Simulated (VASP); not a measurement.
# GaN (Fm-3m) in VASP: notebook

Runs on GaN. Level: PBE. Tasks: G0W0 quasiparticle levels.

All numbers are computed with VASP 6.6.1; they aren't measurements. Logs are shortened: lines on timing, memory, paths and dates and some standing lists are left out, and cuts for length are marked.

### 1 The crystal as given

Symmetry: Fm-3m, No. 225, cubic system. Conventional cell: a = 4.270 Å, b = 4.270 Å, c = 4.270 Å, α = 90.00°, β = 90.00°, γ = 90.00°. Ga (site symmetry m-3m) is surrounded by 6 N at 2.14 Å. N (site symmetry m-3m) has 6 Ga at 2.14 Å as nearest neighbours.

Measurements of this composition are mostly on another form, of space group No. 186.

### 2 G0W0 quasiparticle levels, PBE

File POSCAR:

```
GaN
1.0
    0.0000000000      2.1352350000      2.1352350000
    2.1352350000      0.0000000000      2.1352350000
    2.1352350000      2.1352350000      0.0000000000
Ga N
1 1
Direct
    0.0000000000      0.0000000000      0.0000000000
    0.5000000000      0.5000000000      0.5000000000
```

File INCAR.step1:

```
SYSTEM = GaN
PREC     = Accurate       ! precision mode
ENCUT    = 450            ! plane-wave cutoff, eV
EDIFF    = 1E-8           ! SCF threshold, eV
ISMEAR   = 0              ! smearing method
SIGMA    = 0.01           ! smearing width, eV
LREAL    = .False.        ! projectors in reciprocal space
LASPH    = .True.         ! aspherical terms in the spheres
NELM     = 60             ! most SCF steps
ALGO     = Normal         ! electronic algorithm
LWAVE    = .True.         ! write WAVECAR
LCHARG   = .False.        ! write CHGCAR
GGA      = PE             ! functional
```

File INCAR.step2:

```
SYSTEM = GaN
PREC     = Accurate       ! precision mode
ENCUT    = 450            ! plane-wave cutoff, eV
EDIFF    = 1E-8           ! SCF threshold, eV
ISMEAR   = 0              ! smearing method
SIGMA    = 0.01           ! smearing width, eV
LREAL    = .False.        ! projectors in reciprocal space
LASPH    = .True.         ! aspherical terms in the spheres
NELM     = 1              ! most SCF steps
ALGO     = Exact          ! electronic algorithm
LWAVE    = .True.         ! write WAVECAR
LCHARG   = .False.        ! write CHGCAR
GGA      = PE             ! functional
NBANDS   = 32             ! bands
LOPTICS  = .True.         ! frequency-dependent dielectric function
ISTART   = 1
```

File INCAR.step3:

```
SYSTEM = GaN
PREC     = Accurate       ! precision mode
ENCUT    = 450            ! plane-wave cutoff, eV
EDIFF    = 1E-8           ! SCF threshold, eV
ISMEAR   = 0              ! smearing method
SIGMA    = 0.01           ! smearing width, eV
LREAL    = .False.        ! projectors in reciprocal space
LASPH    = .True.         ! aspherical terms in the spheres
ALGO     = EVGW0          ! electronic algorithm
LWAVE    = .False.        ! write WAVECAR
LCHARG   = .False.        ! write CHGCAR
GGA      = PE             ! functional
NELMGW   = 1            
NBANDS   = 32             ! bands
ENCUTGW  = 150            ! cutoff of the response function
NOMEGA   = 48             ! frequency points
PRECFOCK = Fast         
ISTART   = 1            
NBANDSGW = 17
```

File KPOINTS:

```
regular mesh
0
Gamma
  3 3 3
  0 0 0
```

Potentials or basis: VASP PAW PBE potentials, release 64 (Ga_d_GW, N_GW).

Started as:

```bash
> cat potpaw_PBE.64/Ga_d_GW/POTCAR potpaw_PBE.64/N_GW/POTCAR > POTCAR
> cp INCAR.step1 INCAR
> mpirun -np 1 vasp_std > vasp.out
> cp INCAR.step2 INCAR
> mpirun -np 1 vasp_std > vasp.out
> cp INCAR.step3 INCAR
> mpirun -np 1 vasp_std > vasp.out
```

OUTCAR:

```text
SYSTEM = GaN
   PREC = Accurate
   ENCUT = 450
   EDIFF = 1E-8
   ISMEAR = 0
   LREAL = .False.
   LASPH = .True.
   GGA = PE
   NELMGW = 1
   ENCUTGW = 150
   PRECFOCK = Fast
   ISTART = 1

 Found      4 irreducible k-points:

 Following reciprocal coordinates:
            Coordinates               Weight
  0.000000  0.000000  0.000000      1.000000
  0.333333  0.000000  0.000000      8.000000
  0.333333  0.333333  0.000000      6.000000
 -0.333333  0.333333  0.000000     12.000000
   k-points           NKPTS =      4   k-points in BZ     NKDIM =     27   number of bands    NBANDS=     32
   number of dos      NEDOS =    301   number of ions     NIONS =      2
   total plane-waves  NPLWV =  13824
   dimension x,y,z NGX =    24 NGY =   24 NGZ =   24
   dimension x,y,z NGXF=    48 NGYF=   48 NGZF=   48
   ions per type =               1   1
   NGX,Y,Z   is equivalent  to a cutoff of  13.21, 13.21, 13.21 a.u.
   NGXF,Y,Z  is equivalent  to a cutoff of  26.43, 26.43, 26.43 a.u.
 SYSTEM =  GaN
   PREC   = accura    normal or accurate (medium, high low for compatibility)
   ISTART =      1    job   : 0-new  1-cont  2-samecut
   ICHARG =      0    charge: 1-file 2-atom 10-const
   ISPIN  =      1    spin polarized calculation?
   LNONCOLLINEAR =      F non collinear calculations
   LSORBIT =      F    spin-orbit coupling
   LASPH  =      T    aspherical Exc in radial PAW
   ENCUT  =  450.0 eV  33.07 Ry    5.75 a.u.   5.22  5.22  5.22*2*pi/ulx,y,z
   NELM   =     60;   NELMIN=  2; NELMDL=  0     # of ELM steps
   EDIFF  = 0.1E-07   stopping-criterion for ELM
   LREAL  =      F    real-space projection
   EDIFFG = 0.1E-06   stopping-criterion for IOM
   NSW    =      0    number of steps for IOM
   IBRION =     -1    ionic relax: 0-MD 1-quasi-New 2-CG
   NFREE  =      0    steps in history (QN), initial steepest desc. (CG)
   ISIF   =      0    stress and relaxation
   ISYM   =      3    0-nonsym 1-usesym 2-fastsym
   POTIM  = 0.5000    time-step for ionic-motion
   TEBEG  =    0.0;   TEEND  =   0.0 temperature during run
   PSTRESS=    0.0 pullay stress
   NELECT =      18.0000    total number of electrons
   NUPDOWN=      -1.0000    fix difference up-down
   EMIN   =  10.00;   EMAX   =-10.00  energy-range for DOS
   EFERMI =   0.00;   METHOD = LEGACY
   ISMEAR =     0;   SIGMA  =   0.01  broadening in eV -4-tet -1-fermi 0-gaus
   EFERMI_NEDOS =   21; number of points for ismear=-14 and -15
   IALGO  =     38    algorithm
   IMIX   =      4    mixing-type and parameters
     AMIX     =   0.40;   BMIX     =  1.00
     AMIX_MAG =   1.60;   BMIX_MAG =  1.00
  volume/ion in A,a.u.               =       9.74        65.70
  Fermi-wavevector in a.u.,A,eV,Ry     =   1.594814  3.013761 34.605481  2.543431
  Thomas-Fermi vector in A             =   2.692830
   LORBIT       =      0    0 simple, 1 ext, 2 COOP (PROOUT), +10 PAW based schemes
   GGA     = PE    functional components
   LHFCALC =     T    Hartree Fock is set to
   PRECFOCK=fast      Normal, Fast or Accurate (Low or Medium for compatibility)
   ENCUT4O =  -1.0   cutoff for four orbital integrals eV
   NKREDX  =     1    reduce k-point grid by
   NKREDY  =     1    reduce k-point grid by
   NKREDZ  =     1    reduce k-point grid by
   AEXX    =    1.0000 exact exchange contribution
   HFSCREEN=    0.0000 screening length (either q_TF or 0.3 A-1)
   HFSCREENC=   0.0000 screening length for correlation (either q_TF or 0.3 A-1)
   ENCUTFOCK=  -1.0 apply spherical cutoff to Coloumb kernel
   IVDW    =     0    specifies the selected vdW correction
   LEPSILON=     F    determine dielectric tensor
   LRPA    =     F    only Hartree local field effects (RPA)
   LRPAFORCE           =     F    calculate RPA forces
   ENCUTGW             = 150.0    cutoff for response function in eV
   ENCUTGWSOFT         = 120.0    soft cutoff for Coulomb kernel in GW response function in eV
   ENCUTLF             =  -1.0    cutoff for local field effects
   NELMGW              =     1    number of iterations in solving QP/BSE equation
   NELMHF              =     1    number of iterations in the inner HF iteration
   NKREDLFX            =     1    NKREDLFY  =   1   NKREDLFZ  =   1
 non-spin polarized calculation
 Gauss-broadening in eV      SIGMA  =   0.01
  energy-cutoff  :      450.00
  volume of cell :       19.47
 maximum number of plane-waves:       432
 NGX is ok and might be reduce to    24
  NGX = 12; NGY = 12; NGZ = 12
   NGX = 11   NGY = 11   NGZ = 11
 maximum number of plane-waves:        84

 QP shifts <psi_nk| G(iteration)W_0 |psi_nk>: iteration 1
 for sc-GW calculations column KS-energies equals QP-energies in previous step
 and V_xc(KS)=  KS-energies - (<T + V_ion + V_H > + <T+V_H+V_ion>^1  + <V_x>^1)

 k-point   1 :       0.0000    0.0000    0.0000
  band No.  KS-energies  QP-energies   sigma(KS)   V_xc(KS)     V^pw_x(r,r')   Z            occupation Imag(sigma)

      1      -9.5375     -10.2341     -15.3599     -14.4207     -24.1393       0.7416       2.0000       1.6103
      2      -6.8856      -9.6504     -25.4605     -21.6617     -35.0060       0.7278       2.0000       0.2925
      3      -6.8856      -9.6504     -25.4605     -21.6617     -35.0060       0.7278       2.0000       0.2925
      4      -6.8856      -9.6504     -25.4605     -21.6617     -35.0060       0.7278       2.0000       0.2925
      5      -6.7936      -9.6032     -25.7033     -21.8539     -35.4739       0.7299       2.0000       0.3329
      6      -6.7936      -9.6032     -25.7033     -21.8539     -35.4739       0.7299       2.0000       0.3329
[... 9 lines left out ...]
     16      22.6723      23.8335     -11.0892     -12.5947      -4.4060       0.7713       0.0000      -0.6371
     17      23.3076      23.6834      -8.5090      -8.9870      -2.3546       0.7863       0.0000      -0.3980

 k-point   2 :       0.3333    0.0000    0.0000
  band No.  KS-energies  QP-energies   sigma(KS)   V_xc(KS)     V^pw_x(r,r')   Z            occupation Imag(sigma)

      1      -7.6676      -8.3849     -16.6052     -15.5741     -25.1862       0.6957       2.0000       1.1986
      2      -6.9641      -9.6921     -25.3682     -21.6025     -35.0834       0.7244       2.0000       0.3428
      3      -6.9641      -9.6921     -25.3682     -21.6025     -35.0834       0.7244       2.0000       0.3428
      4      -6.9019      -9.4362     -24.5587     -21.0538     -33.9942       0.7231       2.0000       0.3814
      5      -6.7247      -9.5311     -25.7152     -21.8788     -35.3416       0.7315       2.0000       0.2987
      6      -6.7247      -9.5311     -25.7152     -21.8788     -35.3416       0.7315       2.0000       0.2987
[... 9 lines left out ...]
     16      26.4436      27.3563     -11.1845     -12.3249      -5.1568       0.8003       0.0000      -0.6182
     17      32.8236      33.9087     -10.2499     -11.5740      -3.2433       0.8195       0.0000      -1.3023

 k-point   3 :       0.3333    0.3333    0.0000
  band No.  KS-energies  QP-energies   sigma(KS)   V_xc(KS)     V^pw_x(r,r')   Z            occupation Imag(sigma)

      1      -8.2414      -9.8219     -20.5196     -18.2900     -29.9335       0.7089       2.0000       0.8853
      2      -7.0062      -9.7315     -25.2282     -21.4682     -34.7429       0.7248       2.0000       0.2976
      3      -6.7184      -9.5499     -25.7952     -21.9390     -35.5847       0.7343       2.0000       0.3338
      4      -6.7057      -9.5098     -25.6925     -21.8684     -35.2663       0.7333       2.0000       0.2904
      5      -6.7057      -9.5098     -25.6925     -21.8684     -35.2663       0.7333       2.0000       0.2904
      6      -5.6748      -7.3112     -20.8755     -18.6039     -29.5239       0.7204       2.0000       0.6896
[... 9 lines left out ...]
     16      33.7031      35.0838     -10.6931     -12.3382      -4.0704       0.8393       0.0000      -1.3032
     17      33.7031      35.0838     -10.6931     -12.3382      -4.0704       0.8393       0.0000      -1.3032

 k-point   4 :      -0.3333    0.3333    0.0000
  band No.  KS-energies  QP-energies   sigma(KS)   V_xc(KS)     V^pw_x(r,r')   Z            occupation Imag(sigma)

      1      -7.8768      -9.8049     -22.3208     -19.5696     -31.9333       0.7008       2.0000       0.6785
      2      -6.9394      -9.6482     -25.1614     -21.4323     -34.6613       0.7264       2.0000       0.3122
      3      -6.8688      -9.6262     -25.5185     -21.7285     -35.3046       0.7275       2.0000       0.3516
      4      -6.8067      -9.5646     -25.4446     -21.6603     -34.9837       0.7288       2.0000       0.3017
      5      -6.6877      -9.5009     -25.7323     -21.9038     -35.3089       0.7348       2.0000       0.2862
      6      -4.5079      -5.8502     -20.7409     -18.9228     -29.2230       0.7383       2.0000       0.7657
[... 9 lines left out ...]
     16      30.1108      31.2583     -10.5977     -12.0552      -3.8149       0.7873       0.0000      -1.0970
     17      34.9389      36.4510     -11.4878     -13.3243      -4.4134       0.8234       0.0000      -1.5409
```

OUTCAR.step1:

```text
SYSTEM = GaN
   PREC = Accurate
   ENCUT = 450
   EDIFF = 1E-8
   ISMEAR = 0
   LREAL = .False.
   LASPH = .True.
[... 171 lines left out ...]
      0.00000      0.00000      0.00000         0.000000      0.000000     -0.000000
      2.13524      2.13524      2.13524         0.000000      0.000000      0.000000
 -----------------------------------------------------------------------------------
    total drift:                                0.000000     -0.000000     -0.000000

  FREE ENERGIE OF THE ION-ELECTRON SYSTEM (eV)
  ---------------------------------------------------
  free  energy   TOTEN  =       -10.6773696968 eV

  energy  without entropy=      -10.6773696968  energy(sigma->0) =      -10.67736970
```

Wall time 6.7 s (1 thread of Intel Xeon 6975P-C (Granite Rapids), shared host); peak memory 0.14 GiB.

These settings aren't checked as converged: the numbers below hold their error.

What came out:

* Band gap on the k mesh, mean-field level: 2.07 eV, indirect (least direct gap 2.26 eV)
* Quasiparticle gap: 2.98 eV
* Least direct quasiparticle gap: 3.13 eV

Caveat: the k mesh is coarse (spacing up to 0.85 Å⁻¹), so the values aren't converged; bands, screening cutoff and mesh are small and nothing is extrapolated, so the quasiparticle values aren't converged; an odd mesh through Γ misses points on the zone boundary, where band edges often lie.

(Part 1 of 3 ends here.)
